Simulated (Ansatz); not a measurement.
## A series in volume scale on AlN

Periodic Kohn-Sham DFT of a crystal at fixed atoms, scaled to volume_scale times the given cell; pressure positive in compression, energy less spherical unpolarised free atoms, largest_vzz the field gradient of largest size among the nuclei. The results are calculated, by Ansatz 0.2.0.

The cell before it is scaled or strained (space group Fm-3m, No. 225):
```
AlN
1.0
      0.0000     1.9780     1.9780
      1.9780     0.0000     1.9780
      1.9780     1.9780     0.0000
Al N
1 1
Direct
  0.00000 0.00000 0.00000
  0.50000 0.50000 0.50000
```

Settings of every row: method all-electron LAPW; functional LDA; relativity scalar; k mesh 10x10x10; filling fermi-dirac; smearing width 0.02 eV; basis error target 1 meV/atom; nucleus gaussian.

Atom start moment: 0 on all atoms.

```
row  volume scale  V (Å³/atom)  energy less free atoms (eV/atom)  pressure (GPa)
  1          0.94        7.275                                 ?               ?
  2          0.95        7.352                           -8.0589          30.769
  3          0.96        7.429                           -8.0728          26.745
  4          0.98        7.584                           -8.0949          19.257
  5          0.99        7.662                           -8.1034          15.774
  6             1        7.739                           -8.1102          12.455
  7          1.01        7.816                           -8.1155            9.29
  8          1.02        7.894                           -8.1192           6.274
  9          1.04        8.048                           -8.1225           0.656
 10          1.05        8.126                           -8.1222          -1.958
 11          1.06        8.203                           -8.1206          -4.451
```

Question: what energy less free atoms and pressure should row 1 give?

Worked fit of energy less free atoms. Take u = (V_r/V)^(2/3) − 1 with V_r = 7.7775 Å³ an atom, which is twice the finite (Eulerian) strain; such expansions in the strain, on which the Birch-Murnaghan equation of state is built, carry the rest volume and the bulk modulus. The shown rows have u = 0.03822, 0.03103, 0.01694, 0.01002, 0.00331, -0.00329, -0.00986, -0.02253, -0.0288, -0.03489. Least squares give energy less free atoms = −8.11301 + 0.7897 × u + 16.37 × u² eV/atom; a straight line predicts inner rows, each left out in turn, worse (root mean square 0.0078 against 5.4e-05 eV/atom). The rows lie off it by 0.0000, -0.0001, 0.0000, 0.0001, 0.0000, -0.0001, 0.0000, 0.0000, 0.0000, 0.0000. Its lowest point lies at u = -0.0241, or V = 8.068 Å³ an atom, and the curvature there gives the bulk modulus at fixed shape and fractions, B = (4/9)(1 + u)² E″(u)/V = 275 GPa. The withheld row has u = 0.04553, so the fit gives −8.11301 + 0.7897 × (0.04553) + 16.37 × (0.04553)² = -8.0431 eV/atom.

The calculation gave -8.043 eV/atom. The fit lies 0.0001 eV/atom (0.13 % of the column's range) below it, one unit of the last digit. This row lies beyond the range of the fit.

Worked fit of pressure. Take u = (V_r/V)^(2/3) − 1 with V_r = 7.7775 Å³ an atom, which is twice the finite (Eulerian) strain; such expansions in the strain, on which the Birch-Murnaghan equation of state is built, carry the rest volume and the bulk modulus. The shown rows have u = 0.03822, 0.03103, 0.01694, 0.01002, 0.00331, -0.00329, -0.00986, -0.02253, -0.0288, -0.03489. Least squares give pressure = 10.8594 + 477.7 × u + 1120.44 × u² GPa; a straight line predicts inner rows, each left out in turn, worse (root mean square 0.53 against 0.017 GPa). The rows lie off it by 0.015, -0.016, -0.016, 0.016, 0.002, -0.010, 0.016, -0.010, 0.011, -0.007 (root mean square 0.013 GPa). The pressure vanishes at u = -0.0241, or V = 8.067 Å³ an atom, and there the bulk modulus at fixed shape and fractions is B = −V dP/dV = (2/3)(1 + u) dP/du = 276 GPa. The withheld row has u = 0.04553, so the fit gives 10.8594 + 477.7 × (0.04553) + 1120.44 × (0.04553)² = 34.932 GPa.

The calculation gave 34.993 GPa. The fit lies 0.061 GPa (0.15 % of the column's range) below it; its largest miss of a shown row is 0.016 GPa. This row lies beyond the range of the fit.
